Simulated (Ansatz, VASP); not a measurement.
# InP in two plane-wave programs

Wanted: the spread between two codes on one cell, functional and k mesh. The cell is taken from a series of runs on this material, whose earlier steps may have relaxed, scaled, displaced or heated it; both programs get it as it stands.

Calculated with Ansatz 0.2.0; plane waves, with VASP 6.6.1 beside it; dielectric response at r2SCAN.

### 1. The structure

It takes space group F-43m (No. 216, cubic). Conventional cell: a = 5.861 Å, b = 5.861 Å, c = 5.861 Å, α = 90.00°, β = 90.00°, γ = 90.00°. Nearest to In lie 4 P at 2.54 Å. Nearest to P lie 4 In at 2.54 Å. Farther neighbours are not listed.

Structure file:

```cif
data_structure
_symmetry_space_group_name_H-M 'P 1'
_symmetry_Int_Tables_number 1
_cell_length_a 4.1444
_cell_length_b 4.1444
_cell_length_c 4.1444
_cell_angle_alpha 60.000
_cell_angle_beta 60.000
_cell_angle_gamma 60.000
_cell_volume 50.33
loop_
_atom_site_label
_atom_site_type_symbol
_atom_site_fract_x
_atom_site_fract_y
_atom_site_fract_z
_atom_site_occupancy
In1 In 0.00000 0.00000 0.00000 1
P2 P 0.75000 0.75000 0.75000 1
```

### 2. Ansatz: dielectric response, r2SCAN

Ansatz runs on its default PAW (the set named soft_2) files.

The response to a field tests empty states and converges slowly with the mesh.

Contents of input.yaml:

```yaml
crystal:
  lattice:
    - [0.0, 2.9305, 2.9305]
    - [2.9305, 0.0, 2.9305]
    - [2.9305, 2.9305, 0.0]
  atoms:
    - { symbol: In, position: [0.0, 0.0, 0.0] }
    - { symbol: P, position: [0.75, 0.75, 0.75] }
kpoints:
  mp_grid: { grid: [7, 7, 7] }
scf:
  occupations: { method: fixed }
hamiltonian:
  xc: r2scan
  pseudopotentials: { kind: paw }
dielectric: {}
```

Command:

```sh
$ ansatz run input.yaml --threads 4 --pin off --max-ram 8192MiB --backend cpu --events-out ev --progress --plain --runs-dir out
```

Numbers of over 12 decimals in the logs are rounded to 6 here.

Log:

```text
Engine: ansatz 0.2.0, aarch64-unknown-linux-gnu
Pseudopotentials: kind: paw
Pseudopotential: In, paw, valence charge 13, recommended cutoff 500 eV (meta_gga), In.paw.azcp
Pseudopotential: P, paw, valence charge 5, recommended cutoff 500 eV (meta_gga), P.paw.azcp
Functional definition: r2SCAN
  parameter k0 = 0.174
  parameter k1 = 0.065
  parameter a1 = 4.9479
  exchange = r2scan_x(k0 = k0, k1 = k1, a1 = a1)
  correlation = r2scan_c
Crystal: 2 atoms, lattice volume = 50.333 Å³
Basis set: ecut = 500 eV, 1243 PW (Γ), exchange–correlation on 128×128×128 points (64 copies of the dense FFT grid, shifted against one another)
Bands: 13, of which v1, the nominal top of the filled ones, is band 9 counted from 1 (8 counted from 0)
Symmetry: 24 space group operations
k-points: 64 of 343 (irreducible under 4 space group operations, time reversal used)
Non-local potential: In, projectors of the file, l = 0: 2, l = 1: 2, l = 2: 2, l = 3: 2
Non-local potential: P, projectors of the file, l = 0: 2, l = 1: 2, l = 2: 2
PAW form: soft (Blöchl's): semilocal exchange-correlation on the pseudo side does not see the compensation charge
PAW frozen core: In, regenerated for the run's functional (the file was generated under x = pbe(κ = 0.804, μ = 0.219515), c = pbe(β = 0.066725))
PAW frozen core: P, regenerated for the run's functional (the file was generated under x = pbe(κ = 0.804, μ = 0.219515), c = pbe(β = 0.066725))
PAW one-centre angular grid: In, 590 points (default); XC on 289 of its mesh's 2783 points in the sphere
PAW one-centre angular grid: P, 302 points (default); XC on 160 Gauss nodes
Initial density: superposition of atomic densities (neutral atoms: chi_scale 0, normalization atom), corrected by the library's trained network
Initial wavefunctions: pseudopotential atomic-orbital guess
Functional: x = r2scan, c = r2scan; τ floored in thin density (d = 2e-4 eV/Å³)
SCF iter   1: F=—  HF=-6371.721569 eV  |F-HF|=—  |Δ(HF+E_count)|=         —  Δρ=6.90e-3  dr2=1.81e-2  dr2_τ=1.13e-2  ethr=1.77e-3  ⟨swp⟩=5.0  Hψ=4543  notcnv=0  defer=118
preconditioner: auto → none  [insulator: Δε(μ)=1.105 eV  Ē_g=15.562 eV  n_scr=14 (ndim 8)  ℏωp=22.2 eV  f_vac=0.019  ε∞_Penn≈3.0]
SCF iter   2: F=—  HF=-6371.729458 eV  |F-HF|=—  |Δ(HF+E_count)|=   7.89e-3  Δρ=1.84e-3  dr2=1.95e-3  dr2_τ=1.13e-4  ethr=1.01e-4  ⟨swp⟩=3.0  Hψ=2164  notcnv=0  defer=124
SCF iter   3: F=—  HF=-6371.729454 eV  |F-HF|=—  |Δ(HF+E_count)|=   3.25e-6  Δρ=1.10e-3  dr2=3.57e-4  dr2_τ=1.05e-5  ethr=1.08e-5  ⟨swp⟩=3.2  Hψ=1563  notcnv=0  defer=123
SCF iter   4: F=—  HF=-6371.729549 eV  |F-HF|=—  |Δ(HF+E_count)|=   9.45e-5  Δρ=4.13e-4  dr2=5.14e-5  dr2_τ=9.29e-7  ethr=1.98e-6  ⟨swp⟩=2.4  Hψ=1048  notcnv=0  defer=122
SCF iter   5: F=—  HF=-6371.729556 eV  |F-HF|=—  |Δ(HF+E_count)|=   6.61e-6  Δρ=6.68e-5  dr2=1.29e-6  dr2_τ=3.43e-8  ethr=2.86e-7  ⟨swp⟩=2.2  Hψ=1387  notcnv=0  defer=110
SCF iter   6: F=—  HF=-6371.729557 eV  |F-HF|=—  |Δ(HF+E_count)|=   1.07e-6  Δρ=1.06e-5  dr2=3.58e-8  dr2_τ=1.26e-9  ethr=7.18e-9  ⟨swp⟩=2.9  Hψ=1415  notcnv=0  defer=74
SCF iter   7: F=—  HF=-6371.729557 eV  |F-HF|=—  |Δ(HF+E_count)|=   1.83e-8  Δρ=1.43e-6  dr2=1.13e-9  dr2_τ=9.89e-11  ethr=1.99e-10  ⟨swp⟩=2.0  Hψ=1408  notcnv=0  defer=74
SCF iter   8: F=-6371.729557 eV  HF=-6371.729557 eV  |F-HF|=3.00e-11  |Δ(HF+E_count)|=  1.70e-10  Δρ=2.57e-7  dr2=4.12e-11  dr2_τ=1.34e-12  ethr=1.00e-12  ⟨swp⟩=6.6  Hψ=4061  notcnv=0
SCF 1 converged in 8 iterations: F = -6371.729557 eV  dr2 = 4.12e-11
  greatest PAW one-centre occupation: 0.981 electrons in one spin orbital (limit 2), on the In atom at site 0 (counted from 0), in its partial waves of l = 2
NSCF: frozen V_eff on 6 k-points
DFPT response loops at Γ: preconditioner auto → none (the input reference at scf.mixing.eps_inf says where Resta's filter doesn't serve); β = 0.50; Broyden in place of MSR1
── the response to a field inside a basis, on 10×10×10 k-points: an SCF that follows is theirs, and a resumed run solves both again ──
Bands: 10, of which v1, the nominal top of the filled ones, is band 9 counted from 1 (8 counted from 0)
k-points: 110
Initial density: handed on by an earlier stage of this run
Initial wavefunctions: pseudopotential atomic-orbital guess (no wavefunctions were taken with the density)
Eigensolver: Dense (110 Hₖ)
SCF iter   1: F=—  HF=-6371.729200 eV  |F-HF|=—  |Δ(HF+E_count)|=         —  Δρ=1.46e-4  dr2=1.48e-5  dr2_τ=1.77e-6  ethr=1.00e-1
preconditioner: auto → none  [insulator: Δε(μ)=1.249 eV  Ē_g=13.282 eV  n_scr=14 (ndim 8)  ℏωp=22.2 eV  f_vac=0.014  ε∞_Penn≈3.8]
SCF iter   2: F=—  HF=-6371.729205 eV  |F-HF|=—  |Δ(HF+E_count)|=   4.60e-6  Δρ=6.18e-5  dr2=1.13e-6  dr2_τ=2.33e-7  ethr=8.22e-8
SCF iter   3: F=—  HF=-6371.729206 eV  |F-HF|=—  |Δ(HF+E_count)|=   1.23e-6  Δρ=2.84e-5  dr2=2.00e-7  dr2_τ=3.44e-8  ethr=6.29e-9
SCF iter   4: F=-6371.729207 eV  HF=-6371.729207 eV  |F-HF|=1.91e-9  |Δ(HF+E_count)|=   6.03e-7  Δρ=3.94e-6  dr2=3.82e-9  dr2_τ=1.85e-10  ethr=1.11e-9
SCF 1 converged in 4 iterations: F = -6371.729207 eV  dr2 = 3.82e-9
DFPT response loops at Γ: mixed as the last ones told, above
SCF converged after 8 iterations
Free energy (F): -6371.729557 eV
Harris-Foulkes:  -6371.729557 eV  (|F-HF|=3.00e-11)
Internal energy: -6371.729557 eV  (E = F + TS)
E sigma→0 (E₀):  -6371.729557 eV
Fermi energy:    6.819524 eV
--- Per-component energies (eV) ---
  E_band       = -61.665024
  E_kinetic    = 313.455154
  E_local      = -1399.747790  (includes V_loc(G=0)·N_el)
  E_nonlocal   = 401.604471
  E_hartree    = 553.321344
  E_xc         = -259.120467
  E_vxc        = -171.401244  (∫ρ·V_xc dr)
  E_paw        = -4761.408694  (= ΣΔE_a)
  E_vpaw       = -322.442542  (= ΣTr[D̂ρ^β])
  E_aug_tail   = 0.000008  (compensation charges beyond the density's cutoff)
  E_vtau       = 10.224190  (kinetic-family band-sum trace: ∫τ·v_τ [+ j·A + Jᵃ·Aᵃ] dr)
  E_ewald      = -1220.708286
  E_core_change = 0.874704  (= ΣΔE_core)
  E_smearing   = -0.000000  (= −TS)
  E_closure    = -0.000000  (closes the sum)
  Σ components = -6371.729557   (vs F -6371.729557, Δ=0.00e0)
--- Band table (eV; the first three rows and the last of 64) ---
  k-point 0: bands = [... 5 lower, -5.1796, 6.8195, 6.8195, 6.8195, 7.9839, 11.2454, 11.2454, 11.2454]
  k-point 1: bands = [... 5 lower, -4.9353, 5.0358, 6.5775, 6.5775, 8.9430, 11.5153, 11.6049, 11.6049]
  k-point 2: bands = [... 5 lower, -4.2746, 2.8029, 6.1382, 6.1382, 8.9313, 12.0209, 12.0209, 13.0071]
  k-point 63: bands = [... 5 lower, -3.1774, 1.5592, 3.5567, 5.4626, 10.0462, 12.3539, 13.3219, 13.4810]
--- Dielectric response (ions clamped): 3 representative field directions + reference, inside a basis on a mesh of 1000 k-points (Σ response iterations 15) ---
  ε∞ (high-frequency dielectric tensor):
        9.498943    -0.000000     0.000000
       -0.000000     9.498943     0.000000
        0.000000     0.000000     9.498943
  Born effective charges Z* (e; rows j = field, columns β = displacement):
    site 0:
         2.54513   -0.00000    0.00000
         0.00000    2.54513    0.00000
         0.00000    0.00000    2.54513
    site 1:
        -2.54513    0.00000   -0.00000
        -0.00000   -2.54513   -0.00000
        -0.00000   -0.00000   -2.54513
  Z* charge neutrality: 3.584e-5 e pre-enforcement
  solved inside a basis spanned on kpoints, on 10×10×10 k-points transformed towards the longest dipole: ε∞ is read to err by 2.9e-2, Z* by 1.3e-2 e (field_mesh: kpoints solves on kpoints); Z* is corrected for what the basis lacks
```

(Continued in part 2 of 2.)

[Lines on the potential files, build, host, timing and source positions are cut from VASP's logs without a mark.]

[Logs are printed without paths, hosts, clocks, repeated set-up lines and the standing remarks that a program may print on its own settings, such as how far it seeks lower states.]

[Hosts, paths, dates, database ids (printed as entryN), source tags and the programs' standing remarks are cut or masked in the printed files.]
